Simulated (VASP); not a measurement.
# MgS (F-43m) in VASP: single point with LDA

Aim: the single point of MgS with LDA.

Everything below comes from runs of VASP 6.6.1. Logs are shortened: lines on timing, memory, paths and dates and some standing lists are left out, and cuts for length are marked.

## 1. The structure

The structure is cubic, space group F-43m (No. 216). Conventional cell: a = 5.666 Å, b = 5.666 Å, c = 5.666 Å, α = 90.00°, β = 90.00°, γ = 90.00°. Around Mg (site symmetry -43m) lie 4 S at 2.45 Å. Around S (site symmetry -43m) lie 4 Mg at 2.45 Å.

The cell comes from a database or a generator and needn't be the stable form of this composition.

## 2. Single point, LDA

Input file INCAR:

```
SYSTEM = MgS
ALGO = Fast
EDIFF = 1E-6
ENCUT = 520
GGA = CA
ISIF = 2
ISMEAR = 0
LASPH = .TRUE.
LCHARG = .FALSE.
LREAL = .FALSE.
LWAVE = .FALSE.
NBANDS = 11
NELM = 80
PREC = Accurate
SIGMA = 0.1
```

Input file KPOINTS:

```
k-points
0
G
  6 6 6
  0 0 0
```

Input file POSCAR:

```
MgS
1.0
    0.0000000000      2.8331200468      2.8331200468
    2.8331200468      0.0000000000      2.8331200468
    2.8331200468      2.8331200468      0.0000000000
Mg S
1 1
Direct
    0.0000000000      0.0000000000      0.0000000000
    0.7500000000      0.7500000000      0.7500000000
```

Potentials or basis: VASP PAW LDA potentials, release 64 (Mg, S).

The run is started by

```bash
$ cat potpaw_LDA.64/Mg/POTCAR potpaw_LDA.64/S/POTCAR > POTCAR
$ mpirun -np 1 vasp_std > vasp.out
```

OUTCAR:

```text
SYSTEM = MgS
   EDIFF = 1E-6
   ENCUT = 520
   GGA = CA
   ISIF = 2
   ISMEAR = 0
   LASPH = .TRUE.
   LREAL = .FALSE.
   NELM = 80
   PREC = Accurate

 ion  position               nearest neighbor table
   1  0.000  0.000  0.000-   2 2.45   2 2.45   2 2.45   2 2.45
   2  0.750  0.750  0.750-   1 2.45   1 2.45   1 2.45   1 2.45

  LATTYP: Found a face centered cubic cell.
 ALAT       =     5.6662400936

  Lattice vectors:

 A1 = (   0.0000000000,   2.8331200468,   2.8331200468)
 A2 = (   2.8331200468,   0.0000000000,   2.8331200468)
 A3 = (   2.8331200468,   2.8331200468,   0.0000000000)

Analysis of symmetry for initial positions (statically):
=====================================================================
 Subroutine PRICEL returns:
 Original cell was already a primitive cell.

 Routine SETGRP: Setting up the symmetry group for a
 face centered cubic supercell.

 Subroutine GETGRP returns: Found 24 space group operations
 (whereof 24 operations were pure point group operations)
 out of a pool of 48 trial point group operations.

The static configuration has the point symmetry T_d .

Analysis of symmetry for dynamics (positions and initial velocities):
=====================================================================
 Subroutine PRICEL returns:
 Original cell was already a primitive cell.

 Routine SETGRP: Setting up the symmetry group for a
 face centered cubic supercell.

 Subroutine GETGRP returns: Found 24 space group operations
 (whereof 24 operations were pure point group operations)
 out of a pool of 48 trial point group operations.

The dynamic configuration has the point symmetry T_d .

 Subroutine INISYM returns: Found 24 space group operations
 (whereof 24 operations are pure point group operations),
 and found     1 'primitive' translations

----------------------------------------------------------------------------------------

                                     Primitive cell

  volume of cell :      45.4805

  direct lattice vectors                    reciprocal lattice vectors
     0.000000000  2.833120047  2.833120047    -0.176483874  0.176483874  0.176483874
     2.833120047  0.000000000  2.833120047     0.176483874 -0.176483874  0.176483874
     2.833120047  2.833120047  0.000000000     0.176483874  0.176483874 -0.176483874

  length of vectors
     4.006636794  4.006636794  4.006636794     0.305679036  0.305679036  0.305679036

  position of ions in fractional coordinates (direct lattice)
     0.000000000  0.000000000  0.000000000
     0.750000000  0.750000000  0.750000000

  ion indices of the primitive-cell ions
   primitive index   ion index
                 1           1
                 2           2

----------------------------------------------------------------------------------------

 KPOINTS: k-points

Automatic generation of k-mesh.
 Grid dimensions read from file:
 generate k-points for:    6    6    6

 Generating k-lattice:

  Cartesian coordinates                     Fractional coordinates (reciprocal lattice)
    -0.029413979  0.029413979  0.029413979     0.166666667  0.000000000  0.000000000
     0.029413979 -0.029413979  0.029413979     0.000000000  0.166666667  0.000000000
     0.029413979  0.029413979 -0.029413979     0.000000000  0.000000000  0.166666667

  Length of vectors
     0.050946506  0.050946506  0.050946506

  Shift w.r.t. Gamma in fractional coordinates (k-lattice)
     0.000000000  0.000000000  0.000000000

 Subroutine IBZKPT returns following result:
 ===========================================

 Found     16 irreducible k-points:

 Following reciprocal coordinates:
            Coordinates               Weight
  0.000000  0.000000  0.000000      1.000000
  0.166667  0.000000  0.000000      8.000000
  0.333333  0.000000  0.000000      8.000000
  0.500000  0.000000  0.000000      4.000000
  0.166667  0.166667  0.000000      6.000000
  0.333333  0.166667  0.000000     24.000000
[... 8 lines left out ...]
 -0.333333  0.333333  0.166667     24.000000
 -0.333333  0.500000  0.166667     12.000000
   k-points           NKPTS =     16   k-points in BZ     NKDIM =     16   number of bands    NBANDS=     11
   number of dos      NEDOS =    301   number of ions     NIONS =      2
   total plane-waves  NPLWV =  27000
   dimension x,y,z NGX =    30 NGY =   30 NGZ =   30
   dimension x,y,z NGXF=    60 NGYF=   60 NGZF=   60
   ions per type =               1   1
   NGX,Y,Z   is equivalent  to a cutoff of  12.45, 12.45, 12.45 a.u.
   NGXF,Y,Z  is equivalent  to a cutoff of  24.90, 24.90, 24.90 a.u.
 SYSTEM =  MgS
   PREC   = accura    normal or accurate (medium, high low for compatibility)
   ISTART =      0    job   : 0-new  1-cont  2-samecut
   ICHARG =      2    charge: 1-file 2-atom 10-const
   ISPIN  =      1    spin polarized calculation?
   LNONCOLLINEAR =      F non collinear calculations
   LSORBIT =      F    spin-orbit coupling
   LASPH  =      T    aspherical Exc in radial PAW
   ENCUT  =  520.0 eV  38.22 Ry    6.18 a.u.   7.45  7.45  7.45*2*pi/ulx,y,z
   NELM   =     80;   NELMIN=  2; NELMDL= -5     # of ELM steps
   EDIFF  = 0.1E-05   stopping-criterion for ELM
   LREAL  =      F    real-space projection
   EDIFFG = 0.1E-04   stopping-criterion for IOM
   NSW    =      0    number of steps for IOM
   IBRION =     -1    ionic relax: 0-MD 1-quasi-New 2-CG
   NFREE  =      0    steps in history (QN), initial steepest desc. (CG)
   ISIF   =      2    stress and relaxation
   ISYM   =      2    0-nonsym 1-usesym 2-fastsym
   POTIM  = 0.5000    time-step for ionic-motion
   TEBEG  =    0.0;   TEEND  =   0.0 temperature during run
   PSTRESS=    0.0 pullay stress
   NELECT =       8.0000    total number of electrons
   NUPDOWN=      -1.0000    fix difference up-down
   EMIN   =  10.00;   EMAX   =-10.00  energy-range for DOS
   EFERMI =   0.00;   METHOD = LEGACY
   ISMEAR =     0;   SIGMA  =   0.10  broadening in eV -4-tet -1-fermi 0-gaus
   EFERMI_NEDOS =   21; number of points for ismear=-14 and -15
   IALGO  =     68    algorithm
   IMIX   =      4    mixing-type and parameters
     AMIX     =   0.40;   BMIX     =  1.00
     AMIX_MAG =   1.60;   BMIX_MAG =  1.00
  volume/ion in A,a.u.               =      22.74       153.46
  Fermi-wavevector in a.u.,A,eV,Ry     =   0.917269  1.733386 11.447692  0.841382
  Thomas-Fermi vector in A             =   2.042218
   LORBIT       =      0    0 simple, 1 ext, 2 COOP (PROOUT), +10 PAW based schemes
   GGA     = CA    functional components
   LHFCALC =     F    Hartree Fock is set to
   AEXX    =    0.0000 exact exchange contribution
   IVDW    =     0    specifies the selected vdW correction
   LEPSILON=     F    determine dielectric tensor
   LRPA    =     F    only Hartree local field effects (RPA)
 non-spin polarized calculation
 RMM-DIIS sequential band-by-band and
 Gauss-broadening in eV      SIGMA  =   0.10
  energy-cutoff  :      520.00
  volume of cell :       45.48
 maximum number of plane-waves:      1243
 NGX is ok and might be reduce to    30
   NGX = 15   NGY = 15   NGZ = 15

 number of electron       8.0000001 magnetization

 Free energy of the ion-electron system (eV)
  ---------------------------------------------------
  ext. energy  EPLUGINS =         0.00000000
  ---------------------------------------------------
  free energy    TOTEN  =        -9.37751482 eV

  energy without entropy =       -9.37751482  energy(sigma->0) =       -9.37751482

 E-fermi :   1.3446     XC(G=0):  -8.7524

 val. band max:        0.8798375778   @ k =   0.0000   0.0000   0.0000
 cond. band min:       4.0628404832   @ k =   0.0000   0.0000   0.0000
 fundamental gap:      3.1830029054
 Fermi energy:         1.3445654778

 k-point     1 :       0.0000    0.0000    0.0000
  band No.  band energies     occupation
      1     -10.3505      2.00000
      2       0.8798      2.00000
      3       0.8798      2.00000
      4       0.8798      2.00000
      5       4.0628      0.00000
      6       8.6403      0.00000
      7       8.6403      0.00000
      8       8.6403      0.00000
      9      11.6163      0.00000
     10      11.6163      0.00000
     11      14.2141      0.00000

 k-point     2 :       0.1667    0.0000    0.0000
  band No.  band energies     occupation
      1     -10.1961      2.00000
      2      -0.2304      2.00000
      3       0.7881      2.00000
      4       0.7881      2.00000
      5       5.0892      0.00000
      6       8.3739      0.00000
      7       8.8931      0.00000
      8       8.8931      0.00000
      9      10.9913      0.00000
     10      10.9913      0.00000
     11      13.3543      0.00000

 k-point     3 :       0.3333    0.0000    0.0000
  band No.  band energies     occupation
      1      -9.8500      2.00000
      2      -1.7074      2.00000
      3       0.6220      2.00000
      4       0.6220      2.00000
      5       5.7686      0.00000
      6       8.6238      0.00000
      7       8.6238      0.00000
      8       8.8247      0.00000
      9      11.9330      0.00000
     10      11.9330      0.00000
     11      12.6986      0.00000

 k-point     4 :       0.5000    0.0000    0.0000
  band No.  band energies     occupation
      1      -9.6524      2.00000
      2      -2.3248      2.00000
      3       0.5463      2.00000
      4       0.5463      2.00000
      5       5.7404      0.00000
      6       8.3366      0.00000
      7       8.3366      0.00000
      8       9.2396      0.00000
      9      13.4233      0.00000
     10      13.9931      0.00000
     11      13.9931      0.00000
[... 127 lines left out ...]
 k-point    14 :       0.5000    0.3333    0.1667
  band No.  band energies     occupation
      1      -9.6137      2.00000
      2      -1.6251      2.00000
      3      -0.4672      2.00000
      4       0.1678      2.00000
      5       6.3646      0.00000
      6       7.7380      0.00000
      7       8.1741      0.00000
      8      10.4958      0.00000
      9      11.3667      0.00000
     10      14.1891      0.00000
     11      15.0860      0.00000

 k-point    15 :      -0.3333    0.3333    0.1667
  band No.  band energies     occupation
      1      -9.4798      2.00000
      2      -1.7285      2.00000
      3      -0.8286      2.00000
      4      -0.0398      2.00000
      5       6.4522      0.00000
      6       7.6897      0.00000
      7       9.0996      0.00000
      8       9.9871      0.00000
      9      11.8680      0.00000
     10      13.6942      0.00000
     11      15.0263      0.00000

 k-point    16 :      -0.3333    0.5000    0.1667
  band No.  band energies     occupation
      1      -9.4204      2.00000
      2      -1.6880      2.00000
      3      -0.7164      2.00000
      4      -0.4161      2.00000
      5       5.6586      0.00000
      6       7.5193      0.00000
      7      10.0447      0.00000
      8      10.0689      0.00000
      9      13.0997      0.00000
     10      14.5035      0.00000
     11      14.6657      0.00000

------------------------ aborting loop because EDIFF is reached ----------------------------------------

  FORCE on cell =-STRESS in cart. coord.  units (eV):
  Direction    XX          YY          ZZ          XY          YZ          ZX
  --------------------------------------------------------------------------------------
  -------------------------------------------------------------------------------------
  Total       -0.7140610     -0.7140610     -0.7140610     -0.0000000     -0.0000000      0.0000000
  in kB      -25.1548074    -25.1548074    -25.1548074     -0.0000000     -0.0000000      0.0000000
  external PRESSURE =     -25.1548074 kB  Pullay stress =       0.0000000 kB

 VOLUME and BASIS-vectors are now :
 -----------------------------------------------------------------------------
  energy-cutoff  :      520.00
  volume of cell :       45.48
      direct lattice vectors                 reciprocal lattice vectors
     0.000000000  2.833120047  2.833120047    -0.176483874  0.176483874  0.176483874
     2.833120047  0.000000000  2.833120047     0.176483874 -0.176483874  0.176483874
     2.833120047  2.833120047  0.000000000     0.176483874  0.176483874 -0.176483874

 POSITION                                       TOTAL-FORCE (eV/Angst)
 -----------------------------------------------------------------------------------
      0.00000      0.00000      0.00000        -0.000000     -0.000000     -0.000000
      4.24968      4.24968      4.24968         0.000000      0.000000      0.000000
 -----------------------------------------------------------------------------------
    total drift:                               -0.000000     -0.000000     -0.000000

  FREE ENERGIE OF THE ION-ELECTRON SYSTEM (eV)
  ---------------------------------------------------
  free  energy   TOTEN  =        -9.3775148239 eV

  energy  without entropy=       -9.3775148239  energy(sigma->0) =       -9.37751482
```

Run time: 9.8 s. Hardware: 1 thread of Intel Xeon Platinum 8488C (Sapphire Rapids), shared host; peak memory 0.14 GiB.

What came out:

- Free energy: -9.3775 eV
- Pressure: -2.5 GPa
- Band gap on the k mesh: 3.18 eV, direct

Levels at points of the mesh, in eV from the valence-band top:
| k point | band 1 | band 2 | band 3 | band 4 | band 5 | band 6 | band 7 | band 8 | band 9 |
| --- | --- | --- | --- | --- | --- | --- | --- | --- | --- |
| (0.00, 0.00, 0.00) | -11.23 | 0.00 | 0.00 | 0.00 | 3.18 | 7.76 | 7.76 | 7.76 | 10.74 |
| (0.50, 0.00, 0.00) | -10.53 | -3.20 | -0.33 | -0.33 | 4.86 | 7.46 | 7.46 | 8.36 | 12.54 |
| (0.50, 0.50, 0.00) | -10.31 | -2.88 | -1.06 | -1.06 | 3.66 | 5.43 | 10.86 | 11.99 | 11.99 |

A k mesh can miss the band edges. Expect the measured gap to be larger: semilocal functionals such as LDA lack the derivative discontinuity.
